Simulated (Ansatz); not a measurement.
**Random alloy of the monolayer 2H MoS2-MoSe2 line, x = 0.62 (75 atoms): support functions against a reference**

Aim: test how closely localised support functions follow the reference on random alloy of the monolayer 2H MoS2-MoSe2 line, x = 0.62 (75 atoms), and at what cost. A setting counts as converged where the r.m.s. difference of forces stays under 1 % of the r.m.s. force.

Main program and level: Ansatz 0.2.0; Kohn-Sham DFT, PBE, PAW (set soft_2, large core), plane waves.

## (1) Starting point

The cell holds 75 atoms: 25 Mo, 19 S and 31 Se. Cell: a = 16.337 Å, b = 16.337 Å, c = 18.500 Å, α = 90.0°, β = 90.0°, γ = 120.0°. It derives from MoS2 and MoSe2. Monolayer 2H MoS2-MoSe2: 75 atoms, 31 of 50 S sites given to Se at random, cell and internal coordinates interpolated linearly between the end members (Vegard's rule); not relaxed, displaced by a Gaussian of 0.02 Å. Lattice constants are starting values near those of PBE. Vacuum lies along c.

Before any run, some limits are plain. The host structure and its lattice constant were typed by rule, without a check against the phase diagram. Beside vacuum, support functions can miss their usual error bounds without a warning. The Brillouin zone is sampled at Γ only, in a cell whose shortest periodic width is 14 Å.

## (2) Plane-wave single point

This run is the reference for what follows, at a cutoff of 420 eV.

input.yaml reads:

```yaml
crystal:
  lattice:
    - [16.3375, 0.0, 0.0]
    - [-8.16875, 14.14869, 0.0]
    - [0.0, 0.0, 18.5]
  atoms:
    - { symbol: Mo, position: [0.00156, 0.99914, 0.49943] }
    - { symbol: S, position: [0.13263, 0.06789, 0.58565] }
    - { symbol: S, position: [0.13493, 0.06559, 0.4122] }
    - { symbol: Mo, position: [0.00073, 0.20207, 0.49777] }
    - { symbol: Se, position: [0.13267, 0.26612, 0.58937] }
    - { symbol: S, position: [0.13187, 0.26642, 0.41091] }
    - { symbol: Mo, position: [0.00046, 0.40082, 0.49881] }
    - { symbol: Se, position: [0.13537, 0.46794, 0.58869] }
    - { symbol: S, position: [0.13395, 0.4657, 0.41173] }
    - { symbol: Mo, position: [0.99867, 0.59962, 0.50057] }
    - { symbol: Se, position: [0.13221, 0.66611, 0.5874] }
    - { symbol: Se, position: [0.13182, 0.66572, 0.41184] }
    - { symbol: Mo, position: [0.9988, 0.80033, 0.50179] }
    - { symbol: Se, position: [0.13411, 0.8664, 0.58718] }
    - { symbol: Se, position: [0.13361, 0.86906, 0.41191] }
    - { symbol: Mo, position: [0.19936, 0.00027, 0.50227] }
    - { symbol: S, position: [0.33392, 0.06754, 0.58847] }
    - { symbol: Se, position: [0.33209, 0.06505, 0.41148] }
    - { symbol: Mo, position: [0.20016, 0.20083, 0.50091] }
    - { symbol: Se, position: [0.33468, 0.26707, 0.5891] }
    - { symbol: Se, position: [0.3333, 0.26844, 0.41241] }
    - { symbol: Mo, position: [0.19998, 0.40069, 0.49992] }
    - { symbol: S, position: [0.33579, 0.46882, 0.5905] }
    - { symbol: Se, position: [0.3306, 0.46463, 0.41131] }
    - { symbol: Mo, position: [0.20082, 0.60124, 0.50034] }
    - { symbol: S, position: [0.33064, 0.66623, 0.58904] }
    - { symbol: S, position: [0.33415, 0.66774, 0.41162] }
    - { symbol: Mo, position: [0.19989, 0.80026, 0.50044] }
    - { symbol: Se, position: [0.33366, 0.86683, 0.58742] }
    - { symbol: Se, position: [0.33388, 0.86684, 0.41308] }
    - { symbol: Mo, position: [0.4016, 0.00026, 0.49959] }
    - { symbol: Se, position: [0.53285, 0.06727, 0.58823] }
    - { symbol: Se, position: [0.53294, 0.06673, 0.41119] }
    - { symbol: Mo, position: [0.40054, 0.19937, 0.50132] }
    - { symbol: Se, position: [0.53425, 0.26751, 0.58696] }
    - { symbol: Se, position: [0.53406, 0.26771, 0.41083] }
    - { symbol: Mo, position: [0.3997, 0.40005, 0.49852] }
    - { symbol: S, position: [0.53432, 0.46786, 0.58721] }
    - { symbol: S, position: [0.53283, 0.46481, 0.41182] }
    - { symbol: Mo, position: [0.39881, 0.60159, 0.50044] }
    - { symbol: Se, position: [0.53276, 0.66557, 0.58952] }
    - { symbol: S, position: [0.53443, 0.66404, 0.41319] }
    - { symbol: Mo, position: [0.40223, 0.80048, 0.4987] }
    - { symbol: S, position: [0.53426, 0.86641, 0.58749] }
    - { symbol: S, position: [0.53222, 0.86744, 0.41272] }
    - { symbol: Mo, position: [0.5996, 0.00074, 0.49876] }
    - { symbol: Se, position: [0.73435, 0.06673, 0.58794] }
    - { symbol: Se, position: [0.73382, 0.06789, 0.41267] }
    - { symbol: Mo, position: [0.60075, 0.20019, 0.50008] }
    - { symbol: S, position: [0.73425, 0.267, 0.58888] }
    - { symbol: Se, position: [0.73123, 0.26322, 0.41298] }
    - { symbol: Mo, position: [0.60299, 0.40062, 0.49989] }
    - { symbol: S, position: [0.73308, 0.4665, 0.58816] }
    - { symbol: Se, position: [0.73159, 0.46594, 0.41078] }
    - { symbol: Mo, position: [0.60009, 0.59958, 0.50054] }
    - { symbol: Se, position: [0.73382, 0.66806, 0.58837] }
    - { symbol: Se, position: [0.73467, 0.66399, 0.41116] }
    - { symbol: Mo, position: [0.60289, 0.80357, 0.49973] }
    - { symbol: Se, position: [0.73323, 0.86635, 0.58958] }
    - { symbol: Se, position: [0.73346, 0.86763, 0.41151] }
    - { symbol: Mo, position: [0.79866, 0.00044, 0.50054] }
    - { symbol: S, position: [0.93484, 0.06651, 0.58747] }
    - { symbol: S, position: [0.93419, 0.06701, 0.41216] }
    - { symbol: Mo, position: [0.80073, 0.20164, 0.5004] }
    - { symbol: S, position: [0.93645, 0.26824, 0.58885] }
    - { symbol: Se, position: [0.93177, 0.26752, 0.41231] }
    - { symbol: Mo, position: [0.80173, 0.40148, 0.49957] }
    - { symbol: Se, position: [0.93394, 0.46587, 0.59026] }
    - { symbol: Se, position: [0.93046, 0.46418, 0.41007] }
    - { symbol: Mo, position: [0.79812, 0.59842, 0.50211] }
    - { symbol: S, position: [0.93198, 0.66477, 0.58935] }
    - { symbol: Se, position: [0.93174, 0.66492, 0.4128] }
    - { symbol: Mo, position: [0.80046, 0.79939, 0.50152] }
    - { symbol: Se, position: [0.93463, 0.86895, 0.58869] }
    - { symbol: Se, position: [0.93532, 0.86682, 0.41054] }
kpoints:
  mp_grid: { grid: [1, 1, 1] }
hamiltonian:
  xc: pbe
  pseudopotentials: { kind: paw, core: large }
scf:
  occupations: { method: fixed }
output:
  forces: true
  populations: true
  dos:
    method: { smearing: { sigma: 0.1 } }
    de: 0.1
    projected: { site_lists: { Mo: [Mo], S: [S], Se: [Se] } }
  eigenvalues: true
  write_density: true
  write_potential: true
  volumetric_format: npy
  elf: true
```

On the command line:

```bash
> ansatz run input.yaml --threads 4 --pin off --max-ram 15872MiB --backend cpu --events-out ev --progress --plain --runs-dir out
```

Numbers of over 12 decimals in the logs are rounded to 6 here.

What it wrote:

```text
Engine: ansatz 0.2.0, aarch64-unknown-linux-gnu
Pseudopotentials: kind: paw
Pseudopotential: Mo, paw, valence charge 14, recommended cutoff 420 eV (normal), Mo.paw.azcp
Pseudopotential: S, paw, valence charge 6, recommended cutoff 420 eV (normal), S.paw.azcp
Pseudopotential: Se, paw, valence charge 6, recommended cutoff 420 eV (normal), Se.paw.azcp#standard-large-core
[... 5 lines on functional and potentials left out ...]
Crystal: 75 atoms, lattice volume = 4276.353 Å³
Basis set: ecut = 420 eV, 83725 PW (Γ), exchange–correlation on 240×240×250 points (8 copies of the dense FFT grid, shifted against one another)
Bands: 400, of which v1, the nominal top of the filled ones, is band 325 counted from 1 (324 counted from 0)
Symmetry: 1 space group operations
Space group: P1 (ITA 1), of the structure as read, at distance tolerance 1.6e-4 Å
k-points: 1
[... 7 lines on functional and potentials left out ...]
Initial density: superposition of atomic densities (neutral atoms: chi_scale 0, normalization atom)
Initial wavefunctions: pseudopotential atomic-orbital guess
Functional: x = pbe(κ = 0.804, μ = 0.219515), c = pbe(β = 0.066725)
SCF iter   1: F=—  HF=-221048.844361 eV  |F-HF|=—  |Δ(HF+E_count)|=         —  Δρ=4.57e-2  dr2=1.38e2  ethr=3.10e-3  ⟨swp⟩=5.0  Hψ=1667  notcnv=0  defer=64
preconditioner: auto → Resta (q_TF=auto, 1.993 Å⁻¹)  ε∞=3.2  [insulator: Δε(μ)=1.822 eV  Ē_g=8.150 eV  n_scr=562 (ndim 8)  ℏωp=12.0 eV  f_vac=0.613  ε∞_Penn≈3.2  vacuum switching on, ρ_ref=4.8e-3 e/Å³]
SCF iter   2: F=—  HF=-221034.117936 eV  |F-HF|=—  |Δ(HF+E_count)|=    1.47e1  Δρ=3.01e-2  dr2=1.28e2  ethr=3.10e-3  ⟨swp⟩=4.0  Hψ=923  notcnv=0  defer=69
SCF iter   3: F=—  HF=-221020.109600 eV  |F-HF|=—  |Δ(HF+E_count)|=    1.40e1  Δρ=1.28e-2  dr2=7.84e0  ethr=3.10e-3  ⟨swp⟩=3.0  Hψ=739  notcnv=0  defer=69
SCF iter   4: F=—  HF=-221019.658302 eV  |F-HF|=—  |Δ(HF+E_count)|=   4.51e-1  Δρ=9.86e-3  dr2=1.55e1  ethr=1.21e-3  ⟨swp⟩=5.0  Hψ=1253  notcnv=0  defer=66
SCF iter   5: F=—  HF=-221018.413224 eV  |F-HF|=—  |Δ(HF+E_count)|=    1.25e0  Δρ=3.10e-3  dr2=6.06e-1  ethr=1.21e-3  ⟨swp⟩=4.0  Hψ=1019  notcnv=0  defer=57
SCF iter   6: F=—  HF=-221018.367013 eV  |F-HF|=—  |Δ(HF+E_count)|=   4.62e-2  Δρ=2.00e-3  dr2=4.89e-1  ethr=9.32e-5  ⟨swp⟩=3.0  Hψ=700  notcnv=0  defer=73
SCF iter   7: F=—  HF=-221018.337507 eV  |F-HF|=—  |Δ(HF+E_count)|=   2.95e-2  Δρ=1.22e-3  dr2=1.53e-1  ethr=7.52e-5  ⟨swp⟩=3.0  Hψ=444  notcnv=0  defer=73
SCF iter   8: F=—  HF=-221018.321955 eV  |F-HF|=—  |Δ(HF+E_count)|=   1.56e-2  Δρ=2.88e-4  dr2=6.48e-3  ethr=2.35e-5  ⟨swp⟩=2.0  Hψ=513  notcnv=0  defer=73
SCF iter   9: F=—  HF=-221018.322972 eV  |F-HF|=—  |Δ(HF+E_count)|=   1.02e-3  Δρ=2.78e-4  dr2=8.33e-3  ethr=9.97e-7  ⟨swp⟩=3.0  Hψ=641  notcnv=0  defer=73
SCF iter  10: F=—  HF=-221018.322556 eV  |F-HF|=—  |Δ(HF+E_count)|=   4.17e-4  Δρ=1.74e-4  dr2=3.56e-3  ethr=9.97e-7  ⟨swp⟩=3.0  Hψ=590  notcnv=0  defer=73
SCF iter  11: F=—  HF=-221018.322310 eV  |F-HF|=—  |Δ(HF+E_count)|=   2.46e-4  Δρ=5.97e-5  dr2=2.83e-4  ethr=5.48e-7  ⟨swp⟩=3.0  Hψ=512  notcnv=0  defer=72
SCF iter  12: F=—  HF=-221018.322244 eV  |F-HF|=—  |Δ(HF+E_count)|=   6.59e-5  Δρ=2.02e-5  dr2=4.15e-5  ethr=4.36e-8  ⟨swp⟩=3.0  Hψ=565  notcnv=0  defer=73
SCF iter  13: F=—  HF=-221018.322496 eV  |F-HF|=—  |Δ(HF+E_count)|=   2.52e-4  Δρ=1.16e-5  dr2=8.75e-6  ethr=6.39e-9  ⟨swp⟩=2.0  Hψ=490  notcnv=0  defer=73
SCF iter  14: F=—  HF=-221018.322497 eV  |F-HF|=—  |Δ(HF+E_count)|=   7.28e-7  Δρ=8.77e-6  dr2=7.21e-6  ethr=1.35e-9  ⟨swp⟩=2.0  Hψ=524  notcnv=0  defer=73
SCF iter  15: F=—  HF=-221018.322497 eV  |F-HF|=—  |Δ(HF+E_count)|=   5.24e-9  Δρ=4.15e-6  dr2=1.38e-6  ethr=1.11e-9  ⟨swp⟩=3.0  Hψ=531  notcnv=0  defer=73
SCF iter  16: F=—  HF=-221018.322497 eV  |F-HF|=—  |Δ(HF+E_count)|=   4.67e-8  Δρ=2.82e-6  dr2=7.58e-7  ethr=2.12e-10  ⟨swp⟩=3.0  Hψ=632  notcnv=0  defer=73
SCF iter  17: F=-221018.322497 eV  HF=-221018.322497 eV  |F-HF|=1.98e-9  |Δ(HF+E_count)|=   1.40e-8  Δρ=1.49e-6  dr2=8.39e-8  ethr=1.54e-11  ⟨swp⟩=23.0  Hψ=4164  notcnv=0
SCF 1 converged in 17 iterations: F = -221018.322497 eV  dr2 = 8.39e-8
  greatest PAW one-centre occupation: 0.998 electrons in one spin orbital (limit 2), on the Mo atom at site 27 (counted from 0), in its partial waves of l = 0
SCF converged after 17 iterations
Free energy (F): -221018.322497 eV
Harris-Foulkes:  -221018.322497 eV  (|F-HF|=1.98e-9)
Internal energy: -221018.322497 eV  (E = F + TS)
E sigma→0 (E₀):  -221018.322497 eV
Fermi energy:    -0.365019 eV
--- Per-component energies (eV) ---
  E_band       = -10644.442941
  E_kinetic    = 16183.747299
  E_local      = -335974.643336  (includes V_loc(G=0)·N_el)
  E_nonlocal   = 5774.325812
  E_hartree    = 158626.107725
  E_xc         = -12340.109869
  E_vxc        = -9924.096157  (∫ρ·V_xc dr)
  E_paw        = -159777.771909  (= ΣΔE_a)
  E_vpaw       = -3955.917481  (= ΣTr[D̂ρ^β])
  E_aug_tail   = 0.001253  (compensation charges beyond the density's cutoff)
  E_ewald      = 106490.020527
  E_smearing   = -0.000000  (= −TS)
  E_closure    = 0.000000  (closes the sum)
  Σ components = -221018.322497   (vs F -221018.322497, Δ=0.00e0)
--- Forces (eV/Å), atoms counted from 1 ---
  atom   1  Mo    -0.51563973     1.79882206    -0.25739391
  atom   2  S      0.13361894    -0.06458878    -0.63002403
  atom   3  S     -0.19536065     0.20002332     1.35814404
  atom   4  Mo     0.27798556    -1.11652618     0.85613188
  atom   5  Se    -0.12649116     0.18393758     0.41390046
  atom   6  S      0.16757470     0.10833025     1.43048037
  atom   7  Mo     0.66972420    -0.20863410     0.70049900
  atom   8  Se    -0.21301824    -0.06028821     0.60749104
  atom   9  S     -0.14439537     0.25911162     1.29802996
  atom  10  Mo    -0.44656261    -0.21065298     0.51994506
  atom  11  Se     0.08862199     0.05884353     1.19836573
  atom  12  Se     0.09243293     0.04765798    -0.81977124
  atom  13  Mo     0.41880803    -0.99626256    -0.03460899
  atom  14  Se    -0.22203131     0.04099740     1.60381235
[...]
atom  74  Se    -0.03688683    -0.08062533     1.16605820
  atom  75  Se    -0.29387882    -0.07043019    -0.51470074
  max |Σ_I F_I| component: 1.27e-5 eV/Å
--- Band table (eV) ---
  k-point 0: bands = ["-61.1665", "-61.1642", "-61.1497", "-61.1285", [... 384 levels ...], "2.7859", "2.7879", "2.7991", "2.8388", "2.8521", "2.8889", "2.9182", "3.0547", "3.1446", "3.1723", "3.2127", "3.2221"]
--- Löwdin populations: 75 sites ---
  site symbol       q [e]
     0     Mo     13.6357
     1      S      6.1161
     2      S      6.1452
[...]
74     Se      6.0310
  spilling = 0.007376 (of n_electrons = 650.000000)
```

The job ended after 1.7 min (4 threads of Arm Neoverse V2, shared host; peak memory 4.9 GiB).

The column dr2 measures how far the density is from self-consistency, as an energy; F and HF (Harris–Foulkes) agree once it is small.

The program notes that potentials were chosen by core size.

The run gave:

```
free energy                                      : -221018.3225 eV
free energy per atom                             : -2946.9110 eV/atom
SCF cycles                                       : 17
r.m.s. force component                           : 0.7337 eV/Å
longest force                                    : 2.187 eV/Å
Fermi energy                                     : -0.365 eV
gap (highest filled to lowest empty level) : 1.848 eV
potential in mid-vacuum, over the Fermi level    : 5.695 eV
potential 4.5 Å over the upper face              : 5.713 eV
potential 4.5 Å under the lower face             : 5.678 eV
spilling of the projection                       : 0.007376
```

The r.m.s. force component of 0.73 eV/Å sets the scale for the differences below.

## (3) Support functions medium

The cell is solved in localised support functions.

This step: Kohn-Sham DFT, PBE, PAW (set soft_2, large core), localised support functions (medium) (Ansatz 0.2.0).

input.yaml, the sections that differ from step 2:

```yaml
scf:
  occupations: { method: fixed }
  eigensolver: { kind: { support_functions: { accuracy: medium } } }
  mixing: { beta: 0.4 }
  max_iter: 150
output:
  forces: true
  eigenvalues: true
# crystal, kpoints, hamiltonian: as in step 2
```

What it wrote:

```text
Warning: scf.eigensolver.kind.support_functions: disabling space-group detection — the functions' gradient is summed over unrotated k-points, so no spatial operation reduces the k-mesh or symmetrises the density; time reversal is kept, so that k and −k are solved as one point where they differ and the mesh holds both, and exact exchange and, on two spinor components, a DFT+U term hold to it where the run has them: [...]
settings of this run that can trade accuracy for cost: scf.eigensolver.kind.support_functions [...]
[...]
Crystal: 75 atoms, lattice volume = 4276.353 Å³
Basis set: ecut = 420 eV, 83725 PW (Γ), exchange–correlation on 240×240×250 points (8 copies of the dense FFT grid, shifted against one another)
Bands: 390, of which v1, the nominal top of the filled ones, is band 325 counted from 1 (324 counted from 0)
Symmetry: 1 space group operations
k-points: 1
[...]
SCF iter   1: F=—  HF=-220999.031424 eV  |F-HF|=—  |Δ(HF+E_count)|=         —  Δρ=4.39e-2  dr2=1.51e2  ethr=1.00e-1
[...]
SCF iter  15: F=—  HF=-221018.354760 eV  |F-HF|=—  |Δ(HF+E_count)|=   1.01e-3  Δρ=8.89e-6  dr2=3.72e-6  ethr=1.52e-9  κ⁻¹=1.3e-4(r=7)
SCF iter  16: F=-221018.354761 eV  HF=-221018.354761 eV  |F-HF|=1.02e-7  |Δ(HF+E_count)|=   1.58e-6  Δρ=2.43e-6  dr2=4.05e-7  ethr=5.72e-10
SCF 1 converged in 16 iterations: F = -221018.370961 eV  dr2 = 4.05e-7
[...]
SCF converged after 16 iterations
Stability not checked: this state was not tested for a lower state beside it, because the mixer in use, unlike msr1, does not test its closes by its own steps (another_mixer; see scf.mixing.algorithm and scf.lower_state_search)
Free energy (F): -221018.370961 eV
[...]
Internal energy: -221018.370961 eV  (E = F + TS)
E sigma→0 (E₀):  -221018.370961 eV
Fermi energy:    -0.364862 eV
[...]
Σ components = -221018.370961   (vs F -221018.370961, Δ=0.00e0)
--- Forces (eV/Å), atoms counted from 1 ---
  atom   1  Mo    -0.51510376     1.79942788    -0.25717054
  atom   2  S      0.13366668    -0.06454567    -0.63073448
  atom   3  S     -0.19568272     0.20005741     1.35861553
  atom   4  Mo     0.27796869    -1.11626801     0.85608696
[...]
atom  75  Se    -0.29394448    -0.07025576    -0.51384652
  max |Σ_I F_I| component: 2.49e-3 eV/Å
--- Band table (eV) ---
[...]
```

Wall time 3.6 min (4 threads); peak memory 6 GiB; 14 min of CPU time.

The program notes that the band table was not solved further than the SCF left it and it switched symmetry off.

Keys that differ from the reference: support_functions.accuracy = "medium", scf.max_iter = 150 and scf.mixing.beta = 0.4.

Forces differ from the reference by 0.42 meV/Å r.m.s., 0.057 % of their size, well within a tolerance of 1 %; the energy by -0.65 meV/atom. It took 3.6 min and 16 cycles; the reference's time can't be set against it, since the two runs asked for unlike analyses.

## (4) Support functions low

The cell is solved in localised support functions.

This step: Kohn-Sham DFT, PBE, PAW (set soft_2, large core), localised support functions (low) (Ansatz 0.2.0).

input.yaml, as its differences from that of step 3:

```diff
@@ -14,3 +14,3 @@
   occupations: { method: fixed }
-  eigensolver: { kind: { support_functions: { accuracy: medium } } }
+  eigensolver: { kind: { support_functions: { accuracy: low } } }
   mixing: { beta: 0.4 }
```

What it wrote:

```text
[...]
Crystal: 75 atoms, lattice volume = 4276.353 Å³
Basis set: ecut = 420 eV, 83725 PW (Γ), exchange–correlation on 240×240×250 points (8 copies of the dense FFT grid, shifted against one another)
Bands: 390, of which v1, the nominal top of the filled ones, is band 325 counted from 1 (324 counted from 0)
Symmetry: 1 space group operations
k-points: 1
[...]
SCF iter   1: F=—  HF=-220999.614724 eV  |F-HF|=—  |Δ(HF+E_count)|=         —  Δρ=4.40e-2  dr2=1.51e2  ethr=1.00e-1
[...]
SCF iter  13: F=—  HF=-221018.352777 eV  |F-HF|=—  |Δ(HF+E_count)|=   1.23e-3  Δρ=2.40e-5  dr2=2.90e-5  ethr=5.78e-8  κ⁻¹=4.4e-5(r=7)
SCF iter  14: F=-221018.353912 eV  HF=-221018.353910 eV  |F-HF|=1.68e-6  |Δ(HF+E_count)|=   1.13e-3  Δρ=1.45e-5  dr2=9.88e-6  ethr=4.47e-9
SCF 1 converged in 14 iterations: F = -221018.370906 eV  dr2 = 9.88e-6
[...]
SCF converged after 14 iterations
[...]
Free energy (F): -221018.370906 eV
[...]
Internal energy: -221018.370906 eV  (E = F + TS)
E sigma→0 (E₀):  -221018.370906 eV
Fermi energy:    -0.365008 eV
[...]
Σ components = -221018.370906   (vs F -221018.370906, Δ=0.00e0)
--- Forces (eV/Å), atoms counted from 1 ---
  atom   1  Mo    -0.51489391     1.79832749    -0.25683445
  atom   2  S      0.13361601    -0.06457324    -0.63079355
  atom   3  S     -0.19568943     0.20012073     1.35857242
  atom   4  Mo     0.27796686    -1.11597665     0.85600903
[...]
atom  75  Se    -0.29384861    -0.07029315    -0.51359420
  max |Σ_I F_I| component: 3.79e-3 eV/Å
--- Band table (eV) ---
[...]
```

Run time: 3.2 min. Hardware: 4 threads; peak memory 5.9 GiB.

Keys that differ from the reference: support_functions.accuracy = "low", scf.max_iter = 150 and scf.mixing.beta = 0.4.

Forces differ from the reference by 0.52 meV/Å r.m.s., 0.071 % of their size, well within a tolerance of 1 %; the energy by -0.65 meV/atom. It took 3.2 min and 14 cycles; the reference's time can't be set against it, since the two runs asked for unlike analyses.

(Continued in part 2 of 4.)

[Logs are printed without paths, hosts, clocks, repeated set-up lines and the standing remarks that a program may print on its own settings, such as how far it seeks lower states.]

[Hosts, paths, dates, database ids (printed as entryN), source tags and the programs' standing remarks are cut or masked in the printed files.]
